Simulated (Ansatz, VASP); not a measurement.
## One calculation of HgTe, two programs

File INCAR:

```
SYSTEM = HgTe
PREC = Accurate
ENCUT = 520
EDIFF = 1E-6
ISMEAR = -1
SIGMA = 0.1
LREAL = .False.
LASPH = .True.
NELM = 100
ALGO = Normal
ISIF = 2
LWAVE = .False.
LCHARG = .False.
GGA = PE
NBANDS = 16
```

File KPOINTS:

```
regular mesh
0
Gamma
  6 6 6
  0 0 0
```

The input POSCAR:

```
HgTe
1.0
    0.0000000000      2.9215000000      2.9215000000
    2.9215000000      0.0000000000      2.9215000000
    2.9215000000      2.9215000000      0.0000000000
Te Hg
1 1
Direct
    0.5000000000      0.5000000000      0.5000000000
    0.0000000000      0.0000000000      0.0000000000
```

Input for Ansatz:

```yaml
crystal:
  lattice:
    - [0.0, 2.9215, 2.9215]
    - [2.9215, 0.0, 2.9215]
    - [2.9215, 2.9215, 0.0]
  atoms:
    - { symbol: Te, position: [0.5, 0.5, 0.5] }
    - { symbol: Hg, position: [0.0, 0.0, 0.0] }
hamiltonian:
  xc: pbe
  pseudopotentials: { kind: paw }
basis:
  ecutwfc: 420
kpoints:
  mp_grid: { grid: [6, 6, 6] }
scf:
  occupations: { method: fermi_dirac, width: 0.1 }
  lower_state_search: "off"
output:
  forces: true
  stress: true
```

Alike in both runs: task single point; functional PBE; k mesh 6 × 6 × 6; occupations fermi-dirac, width 0.1 eV; no spin polarisation.

```csv
,VASP,Ansatz
version,VASP 6.6.1,Ansatz 0.2.0
potentials or method,"VASP PAW PBE potentials, release 64 (Te, Hg)","PAW, plane waves, scalar-relativistic"
plane-wave cutoff (eV),520,420
valence electrons in the cell,18,36
```

|  | VASP | Ansatz | Ansatz less VASP |
| --- | --- | --- | --- |
| pressure (GPa) | 10.7 | 10.4 | -0.24 |

The two sets of potentials don't hold the same shells in valence.

The runs have no spin-orbit coupling, so splittings on Hg, Te are missing.
